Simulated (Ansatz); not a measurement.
# Te (omega (AlB2-type)): energy against volume

All numbers below come from DFT, PBE, plane waves (420 eV) with PAW, scalar-relativistic (Ansatz).

The cell is scaled uniformly from the relaxed one, with fractional coordinates and shape fixed. Energies are extrapolated to zero smearing, pressures are those at the given smearing. Magnetic state: spin not included.

A Birch-Murnaghan fit gives V₀ = 28.90 Å³/atom, B₀ = 53 GPa, B₀′ = 4.8.

Task: What are the energy above the minimum and the pressure at 25.572 Å³/atom?

Result: 80.7 meV/atom and 8.88 GPa as computed.

Task: What are the energy above the minimum and the pressure at 31.383 Å³/atom?

Result: 30.2 meV/atom and -3.47 GPa as computed.

Task: What are the energy above the minimum and the pressure at 32.546 Å³/atom?

Result: 60.6 meV/atom and -4.61 GPa as computed.
